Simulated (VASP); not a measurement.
# Tb (P6_3/mmc) in VASP: a series of runs

One crystal, Tb, is run at these levels: PBE; tasks: single point, relaxation of cell and atoms.

Everything below comes from runs of VASP 6.6.1. Logs are shortened: lines on timing, memory, paths and dates and some standing lists are left out, and cuts for length are marked.

### 1 The crystal as given

The structure is hexagonal, space group P6_3/mmc (No. 194). Conventional cell: a = 3.600 Å, b = 3.600 Å, c = 5.732 Å, α = 90.00°, β = 90.00°, γ = 120.00°. Around Tb (site symmetry -6m2) lie 12 Tb at 3.54 to 3.60 Å.

### 2 Single point, PBE, collinear spin, typed start

The input, INCAR:

```
SYSTEM = Tb
ALGO = Normal ; EDIFF = 1E-7
ENCUT = 520 ; GGA = PE
ISIF = 2 ; ISMEAR = 0
ISPIN = 2 ; LASPH = .TRUE.
LCHARG = .FALSE. ; LMAXMIX = 6
LORBIT = 11 ; LREAL = .FALSE.
LWAVE = .FALSE. ; MAGMOM = 6 6
NBANDS = 30 ; NELM = 150
PREC = Accurate ; SIGMA = 0.05
```

The input, KPOINTS:

```
k-points
0
G
  6 6 4
  0 0 0
```

The input, POSCAR:

```
Tb
1.0
    3.6004922999      0.0000000000      0.0000000000
   -1.8002461500      3.1181177979      0.0000000000
    0.0000000000      0.0000000000      5.7320883503
Tb
2
Direct
    0.3333333333      0.6666666667      0.7500000000
    0.6666666667      0.3333333333      0.2500000000
```

Potentials or basis: VASP PAW PBE potentials, release 64 (Tb).

On the command line:

```sh
$ cat potpaw_PBE.64/Tb/POTCAR > POTCAR
$ mpirun -np 1 vasp_std > vasp.out
```

OUTCAR:

```text
SYSTEM = Tb
   EDIFF = 1E-7
   ENCUT = 520
   GGA = PE
   ISIF = 2
   ISMEAR = 0
   ISPIN = 2
   LASPH = .TRUE.
   LORBIT = 11
   LREAL = .FALSE.
   NELM = 150
   PREC = Accurate

 ion  position               nearest neighbor table
   1  0.333  0.667  0.750-   2 3.54   2 3.54   2 3.54   2 3.54   2 3.54   2 3.54
   2  0.667  0.333  0.250-   1 3.54   1 3.54   1 3.54   1 3.54   1 3.54   1 3.54

  LATTYP: Found a hexagonal cell.
 ALAT       =     3.6004922999
 C/A-ratio  =     1.5920290540

  Lattice vectors:

 A1 = (   3.6004922999,   0.0000000000,   0.0000000000)
 A2 = (  -1.8002461500,   3.1181177979,   0.0000000000)
 A3 = (   0.0000000000,   0.0000000000,   5.7320883503)

Analysis of symmetry for initial positions (statically):
=====================================================================
 Subroutine PRICEL returns:
 Original cell was already a primitive cell.

 Routine SETGRP: Setting up the symmetry group for a
 hexagonal supercell.

 Subroutine GETGRP returns: Found 24 space group operations
 (whereof 12 operations were pure point group operations)
 out of a pool of 24 trial point group operations.

The static configuration has the point symmetry D_3d.
 The point group associated with its full space group is D_6h.

Analysis of symmetry for dynamics (positions and initial velocities):
=====================================================================
 Subroutine PRICEL returns:
 Original cell was already a primitive cell.

 Routine SETGRP: Setting up the symmetry group for a
 hexagonal supercell.

 Subroutine GETGRP returns: Found 24 space group operations
 (whereof 12 operations were pure point group operations)
 out of a pool of 24 trial point group operations.

The dynamic configuration has the point symmetry D_3d.
 The point group associated with its full space group is D_6h.

Analysis of structural, dynamic, and magnetic symmetry:
=====================================================================
 Subroutine PRICEL returns:
 Original cell was already a primitive cell.

 Routine SETGRP: Setting up the symmetry group for a
 hexagonal supercell.

 Subroutine GETGRP returns: Found 24 space group operations
 (whereof 12 operations were pure point group operations)
 out of a pool of 24 trial point group operations.

The overall configuration has the point symmetry D_3d.
 The point group associated with its full space group is D_6h.

 Subroutine INISYM returns: Found 24 space group operations
 (whereof 12 operations are pure point group operations),
 and found     1 'primitive' translations

----------------------------------------------------------------------------------------

                                     Primitive cell

  volume of cell :      64.3528

  direct lattice vectors                    reciprocal lattice vectors
     3.600492300  0.000000000  0.000000000     0.277739797  0.160353146  0.000000000
    -1.800246150  3.118117798  0.000000000     0.000000000  0.320706293  0.000000000
     0.000000000  0.000000000  5.732088350     0.000000000  0.000000000  0.174456488

  length of vectors
     3.600492300  3.600492300  5.732088350     0.320706293  0.320706293  0.174456488

  position of ions in fractional coordinates (direct lattice)
     0.333333333  0.666666667  0.750000000
     0.666666667  0.333333333  0.250000000

  ion indices of the primitive-cell ions
   primitive index   ion index
                 1           1
                 2           2

----------------------------------------------------------------------------------------

 KPOINTS: k-points

Automatic generation of k-mesh.
 Grid dimensions read from file:
 generate k-points for:    6    6    4

 Generating k-lattice:

  Cartesian coordinates                     Fractional coordinates (reciprocal lattice)
     0.046289966  0.026725524  0.000000000     0.166666667 -0.000000000  0.000000000
     0.000000000  0.053451049  0.000000000     0.000000000  0.166666667  0.000000000
     0.000000000  0.000000000  0.043614122     0.000000000  0.000000000  0.250000000

  Length of vectors
     0.053451049  0.053451049  0.043614122

  Shift w.r.t. Gamma in fractional coordinates (k-lattice)
     0.000000000  0.000000000  0.000000000

 Subroutine IBZKPT returns following result:
 ===========================================

 Found     21 irreducible k-points:

 Following reciprocal coordinates:
            Coordinates               Weight
  0.000000  0.000000  0.000000      1.000000
  0.166667  0.000000  0.000000      6.000000
  0.333333  0.000000  0.000000      6.000000
  0.500000  0.000000  0.000000      3.000000
  0.166667  0.166667  0.000000      6.000000
  0.333333  0.166667  0.000000     12.000000
[... 13 lines left out ...]
  0.333333  0.166667  0.500000     12.000000
  0.333333  0.333333  0.500000      2.000000
   k-points           NKPTS =     21   k-points in BZ     NKDIM =     21   number of bands    NBANDS=     30
   number of dos      NEDOS =    301   number of ions     NIONS =      2
   total plane-waves  NPLWV =  37632
   dimension x,y,z NGX =    28 NGY =   28 NGZ =   48
   dimension x,y,z NGXF=    56 NGYF=   56 NGZF=   96
   ions per type =               2
   NGX,Y,Z   is equivalent  to a cutoff of  12.93, 12.93, 13.92 a.u.
   NGXF,Y,Z  is equivalent  to a cutoff of  25.86, 25.86, 27.84 a.u.
 SYSTEM =  Tb
   PREC   = accura    normal or accurate (medium, high low for compatibility)
   ISTART =      0    job   : 0-new  1-cont  2-samecut
   ICHARG =      2    charge: 1-file 2-atom 10-const
   ISPIN  =      2    spin polarized calculation?
   LNONCOLLINEAR =      F non collinear calculations
   LSORBIT =      F    spin-orbit coupling
   LASPH  =      T    aspherical Exc in radial PAW
   ENCUT  =  520.0 eV  38.22 Ry    6.18 a.u.   6.69  6.69 10.66*2*pi/ulx,y,z
   NELM   =    150;   NELMIN=  2; NELMDL= -5     # of ELM steps
   EDIFF  = 0.1E-06   stopping-criterion for ELM
   LREAL  =      F    real-space projection
   EDIFFG = 0.1E-05   stopping-criterion for IOM
   NSW    =      0    number of steps for IOM
   IBRION =     -1    ionic relax: 0-MD 1-quasi-New 2-CG
   NFREE  =      0    steps in history (QN), initial steepest desc. (CG)
   ISIF   =      2    stress and relaxation
   ISYM   =      2    0-nonsym 1-usesym 2-fastsym
   POTIM  = 0.5000    time-step for ionic-motion
   TEBEG  =    0.0;   TEEND  =   0.0 temperature during run
   PSTRESS=    0.0 pullay stress
   NELECT =      38.0000    total number of electrons
   NUPDOWN=      -1.0000    fix difference up-down
   EMIN   =  10.00;   EMAX   =-10.00  energy-range for DOS
[... 5 lines left out ...]
     AMIX     =   0.40;   BMIX     =  1.00
     AMIX_MAG =   1.60;   BMIX_MAG =  1.00
  volume/ion in A,a.u.               =      32.18       217.14
  Fermi-wavevector in a.u.,A,eV,Ry     =   1.373452  2.595449 25.665641  1.886371
  Thomas-Fermi vector in A             =   2.498968
   LORBIT       =     11    0 simple, 1 ext, 2 COOP (PROOUT), +10 PAW based schemes
   GGA     = PE    functional components
   LHFCALC =     F    Hartree Fock is set to
   AEXX    =    0.0000 exact exchange contribution
   IVDW    =     0    specifies the selected vdW correction
   LEPSILON=     F    determine dielectric tensor
   LRPA    =     F    only Hartree local field effects (RPA)
 spin polarized calculation
 Gauss-broadening in eV      SIGMA  =   0.05
  energy-cutoff  :      520.00
  volume of cell :       64.35
 maximum number of plane-waves:      1761
 NGX is ok and might be reduce to    28
   NGX = 13   NGY = 13   NGZ = 21

 number of electron      37.9999999 magnetization      11.6160669

 Free energy of the ion-electron system (eV)
  ---------------------------------------------------
  ext. energy  EPLUGINS =         0.00000000
  ---------------------------------------------------
  free energy    TOTEN  =       -19.07724024 eV

  energy without entropy =      -19.06257993  energy(sigma->0) =      -19.06991008

 E-fermi :   2.8915     XC(G=0): -10.0801

 val. band max:        2.8841450268   @ k =   0.3333   0.0000   0.5000
 cond. band min:       2.9056075728   @ k =   0.1667   0.1667   0.2500
 fundamental gap:      0.0214625460
 Fermi energy:         2.8915277980

 spin component 1

 k-point     1 :       0.0000    0.0000    0.0000
  band No.  band energies     occupation
      1     -43.2034      1.00000
      2     -43.1367      1.00000
      3     -20.1776      1.00000
      4     -19.5901      1.00000
      5     -19.5901      1.00000
      6     -19.4837      1.00000
[... 22 lines left out ...]
     29       5.3551      0.00000
     30       5.3551      0.00000

 k-point     2 :       0.1667    0.0000    0.0000
  band No.  band energies     occupation
      1     -43.1906      1.00000
      2     -43.1317      1.00000
      3     -20.1176      1.00000
      4     -19.7159      1.00000
      5     -19.6308      1.00000
      6     -19.6134      1.00000
[... 22 lines left out ...]
     29       5.3382      0.00000
     30       5.3568      0.00000

 k-point     3 :       0.3333    0.0000    0.0000
  band No.  band energies     occupation
      1     -43.1626      1.00000
      2     -43.1242      1.00000
      3     -19.9709      1.00000
      4     -19.9666      1.00000
      5     -19.8539      1.00000
      6     -19.7063      1.00000
[... 560 lines left out ...]
      6     -19.7562      1.00000
[... 22 lines left out ...]
     29       5.7218      0.00000
     30       5.7218      0.00000

 k-point    21 :       0.3333    0.3333    0.5000
  band No.  band energies     occupation
      1     -43.1300      1.00000
      2     -43.1300      1.00000
      3     -20.0369      1.00000
      4     -20.0369      1.00000
      5     -19.8799      1.00000
      6     -19.8799      1.00000
[... 22 lines left out ...]
     29       5.7795      0.00000
     30       5.7795      0.00000
 Fermi energy:         2.8915277980

 spin component 2

 k-point     1 :       0.0000    0.0000    0.0000
  band No.  band energies     occupation
      1     -40.6517      1.00000
      2     -40.5693      1.00000
      3     -18.4379      1.00000
      4     -17.7393      1.00000
      5     -17.7393      1.00000
      6     -17.6158      1.00000
[... 22 lines left out ...]
     29       6.0248      0.00000
     30       6.0248      0.00000

 k-point     2 :       0.1667    0.0000    0.0000
  band No.  band energies     occupation
      1     -40.6357      1.00000
      2     -40.5631      1.00000
      3     -18.3658      1.00000
      4     -17.8941      1.00000
      5     -17.7885      1.00000
      6     -17.7750      1.00000
[... 22 lines left out ...]
     29       6.0373      0.00000
     30       6.1414      0.00000

 k-point     3 :       0.3333    0.0000    0.0000
  band No.  band energies     occupation
      1     -40.6009      1.00000
      2     -40.5534      1.00000
      3     -18.2009      1.00000
      4     -18.1894      1.00000
      5     -18.0656      1.00000
      6     -17.8793      1.00000
[... 583 lines left out ...]
     29       6.4890      0.00000
     30       6.4890      0.00000

 k-point    21 :       0.3333    0.3333    0.5000
  band No.  band energies     occupation
      1     -40.5604      1.00000
      2     -40.5604      1.00000
      3     -18.2786      1.00000
      4     -18.2786      1.00000
      5     -18.0938      1.00000
      6     -18.0938      1.00000
[... 22 lines left out ...]
     29       6.5391      0.00000
     30       6.5391      0.00000

------------------------ aborting loop because EDIFF is reached ----------------------------------------

  FORCE on cell =-STRESS in cart. coord.  units (eV):
  Direction    XX          YY          ZZ          XY          YZ          ZX
  --------------------------------------------------------------------------------------
  -------------------------------------------------------------------------------------
  Total        0.0917799      0.0917799      0.1754087     -0.0000000      0.0000000      0.0000000
  in kB        2.2850240      2.2850240      4.3671140     -0.0000000      0.0000000      0.0000000
  external PRESSURE =       2.9790540 kB  Pullay stress =       0.0000000 kB

 VOLUME and BASIS-vectors are now :
 -----------------------------------------------------------------------------
  energy-cutoff  :      520.00
  volume of cell :       64.35
      direct lattice vectors                 reciprocal lattice vectors
     3.600492300  0.000000000  0.000000000     0.277739797  0.160353146  0.000000000
    -1.800246150  3.118117798  0.000000000     0.000000000  0.320706293  0.000000000
     0.000000000  0.000000000  5.732088350     0.000000000  0.000000000  0.174456488

 POSITION                                       TOTAL-FORCE (eV/Angst)
 -----------------------------------------------------------------------------------
     -0.00000      2.07875      4.29907        -0.000000     -0.000000      0.000000
      1.80025      1.03937      1.43302         0.000000      0.000000      0.000000
 -----------------------------------------------------------------------------------
    total drift:                               -0.000000      0.000000     -0.000000

  FREE ENERGIE OF THE ION-ELECTRON SYSTEM (eV)
  ---------------------------------------------------
  free  energy   TOTEN  =       -19.0772402381 eV

  energy  without entropy=      -19.0625799303  energy(sigma->0) =      -19.06991008

 total charge

# of ion       s       p       d       f       tot
--------------------------------------------------
    1        2.087   5.601   0.497   8.129  16.314
    2        2.087   5.601   0.497   8.129  16.314
--------------------------------------------------
tot          4.175  11.202   0.993  16.258  32.628

 magnetization (x)

# of ion       s       p       d       f       tot
--------------------------------------------------
    1        0.001  -0.050   0.047   5.666   5.664
    2        0.001  -0.050   0.047   5.666   5.664
--------------------------------------------------
tot          0.003  -0.101   0.093  11.333  11.328
```

Wall time 6.2 min (1 thread of Intel Xeon 6975P-C (Granite Rapids), shared host); peak memory 0.26 GiB.

Results:

| Property | Result |
| --- | --- |
| Free energy | -19.0772 eV |
| Pressure | 0.3 GPa |
| Band gap on the k mesh | none (metal or under the smearing width) |
| Net moment | 11.62 μB per cell |
| Site moments | Tb +5.66 μB |
| Valence electrons inside the program's atomic spheres | Tb 16.31 |

Stress tensor (GPa, compression positive):
```
0.23 0.00 0.00
0.00 0.23 0.00
0.00 0.00 0.44
```

Caveat: the magnetic or orbital state may not be the lowest; spin-orbit coupling is left out, which moves the levels of the heavy elements. The state reached can hang on the start; a lower one may exist.

### 3 Relaxation of cell and atoms, PBE, collinear spin, typed start

This run uses another cell than the first one, of 31.94 Å³/atom, 0.993 times its volume.

The input, INCAR:

```
  ALGO = Normal
  EDIFF = 1E-7
  EDIFFG = -0.03
  ENCUT = 600
  GGA = PE
  IBRION = 2
  ISIF = 3
  ISMEAR = 0
  ISPIN = 2
  LASPH = T
  LCHARG = F
  LMAXMIX = 6
  LORBIT = 11
  LREAL = F
  LWAVE = F
  MAGMOM = 6 6
  NELM = 150
  NSW = 80
  PREC = Accurate
  SIGMA = 0.05
```

The input, KPOINTS:

```
k-points
0
Gamma
  6 6 4
```

The input, POSCAR:

```
Tb
1.0
    3.6000000000      0.0000000000      0.0000000000
   -1.8000000000      3.1176914536      0.0000000000
    0.0000000000      0.0000000000      5.6916000000
Tb
2
Direct
    0.3333333333      0.6666666667      0.7500000000
    0.6666666667      0.3333333333      0.2500000000
```

Potentials or basis: VASP PAW PBE potentials, release 64 (Tb).

On the command line:

```sh
$ cat potpaw_PBE.64/Tb/POTCAR > POTCAR
$ mpirun -np 1 vasp_std > vasp.out
```

Run time: 15 min. Hardware: 1 thread of Intel Xeon 6975P-C (Granite Rapids), shared host; peak memory 0.31 GiB.

It converged, with:

```yaml
Free_energy: -19.0813 eV
Relaxed_volume: 32.60 Å³/atom
Relaxed_cell: a = 3.615 Å, b = 3.615 Å, c = 5.762 Å, α = 90.00°, β = 90.00°, γ = 120.00°
Space_group_after_relaxing_to_0.05_Å: P6_3/mmc (No. 194)
Energy_gained_by_relaxing: 1.3 meV/atom
Ionic_steps: 4
Pressure_after_relaxing: 0.0 GPa
Band_gap_on_the_k_mesh: none (metal or under the smearing width)
Net_moment: 11.62 μB per cell
Site_moments: Tb +5.66 μB
Valence_electrons_inside_the_program's_atomic_spheres: Tb 16.31
```

Stress tensor (GPa, compression positive):
```
-0.05  0.00  0.00
 0.00 -0.05  0.00
 0.00  0.00  0.03
```

Step by step:
```csv
step,energy change (eV),largest force (eV/Å),pressure (GPa),volume (Å³)
1,0.0000,0.0000,0.51,63.88
2,-0.0024,0.0000,0.13,64.82
3,-0.0020,0.0000,-0.24,65.68
4,-0.0026,0.0000,-0.02,65.19
```

Final structure:
```
Tb
1.0
     3.61467    0.00000    0.00000
    -1.80733    3.13039    0.00000
     0.00000    0.00000    5.76151
Tb
2
Direct
  0.33333 0.66667 0.75000
  0.66667 0.33333 0.25000
```

Levels at points of the mesh, in eV from the Fermi level:
Spin up:
| k point | band 21 | band 22 | band 23 | band 24 | band 25 | band 26 | band 27 | band 28 | band 29 |
| --- | --- | --- | --- | --- | --- | --- | --- | --- | --- |
| (0.00, 0.00, 0.00) | -3.75 | -3.55 | -3.44 | -2.07 | 1.21 | 1.79 | 1.79 | 2.04 | 2.45 |
| (0.50, 0.00, 0.00) | -3.47 | -3.43 | -1.79 | -1.36 | -1.00 | 0.19 | 1.45 | 1.46 | 2.18 |
| (0.00, 0.00, 0.50) | -3.51 | -3.51 | -3.38 | -3.38 | 0.98 | 0.98 | 1.70 | 1.70 | 1.70 |
| (0.50, 0.00, 0.50) | -3.46 | -3.46 | -1.87 | -1.87 | 0.02 | 0.02 | 1.74 | 1.74 | 2.96 |
Spin down:
| k point | band 11 | band 12 | band 13 | band 14 | band 15 | band 16 |
| --- | --- | --- | --- | --- | --- | --- |
| (0.00, 0.00, 0.00) | -0.20 | -0.19 | -0.12 | -0.06 | 0.26 | 0.26 |
| (0.50, 0.00, 0.00) | -0.66 | -0.08 | -0.02 | 0.03 | 0.06 | 0.28 |
| (0.00, 0.00, 0.50) | -0.27 | -0.27 | -0.09 | -0.09 | 0.29 | 0.29 |
| (0.50, 0.00, 0.50) | -0.15 | -0.15 | 0.03 | 0.03 | 0.19 | 0.19 |

Caveat: the magnetic or orbital state may not be the lowest; spin-orbit coupling is left out, which moves the levels of the heavy elements.
